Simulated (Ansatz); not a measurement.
# ZrSe2: the cost of one run

Computed with Ansatz 0.2.0 (DFT r2SCAN, scalar-relativistic, plane waves, PAW, unless a step's input says otherwise).

The COD entry's cell or inner coordinates are ideal or old and differ from later refinements, so a difference from it is no clean test against experiment.

3 further runs of the same task are left out: 3 set aside as unsound or not needed.

## 1. Starting point

It takes space group P-3m1 (No. 164, trigonal). Conventional cell: a = 3.810 Å, b = 3.810 Å, c = 6.412 Å, α = 90.00°, β = 90.00°, γ = 120.00°. Zr (site symmetry -3m) is surrounded by 6 Se at 2.70 Å. Se (site symmetry 3m) is surrounded by 3 Zr at 2.70 Å.

Structure file:

```
Zr Se
1.0
     3.80976    0.00000    0.00000
    -1.90488    3.29935    0.00000
     0.00000    0.00000    6.41157
Zr Se
1 2
Direct
  0.00000 0.00000 0.00000
  0.33333 0.66667 0.24360
  0.66667 0.33333 0.75640
```

This cell was relaxed beforehand with the same method: volume 26.86 Å³/atom, gap on the mesh 0.80 eV.

## 2. Band edges and mean potential of the bulk

The input, input.yaml:

```yaml
crystal:
  lattice:
    - [3.8097603118, 0.0, 0.0]
    - [-1.9048801559, 3.2993492124, 0.0]
    - [0.0, 0.0, 6.4115713525]
  atoms:
    - { symbol: Zr, position: [0.0, 0.0, 0.0] }
    - { symbol: Se, position: [0.3333333333, 0.6666666667, 0.2435980369] }
    - { symbol: Se, position: [0.6666666667, 0.3333333333, 0.7564019631] }
basis:
  ecutwfc: 500
kpoints:
  mp_grid: { grid: [9, 9, 6] }
  band_path: { path: [VBM, CBM], npoints: 2 }
hamiltonian:
  xc: r2scan
scf:
  occupations: { method: gaussian, width: 0.02 }
output:
  forces: true
  stress: true
  eigenvalues: true
```

Started as:

```console
$ ansatz run input.yaml --threads 2 --pin off --max-ram 6144MiB --backend cpu --events-out ev --progress --plain --runs-dir out
```

What time and memory should one allow on 2 threads of an Arm CPU, shared host?

About 19 s, with a peak of 0.62 GiB.
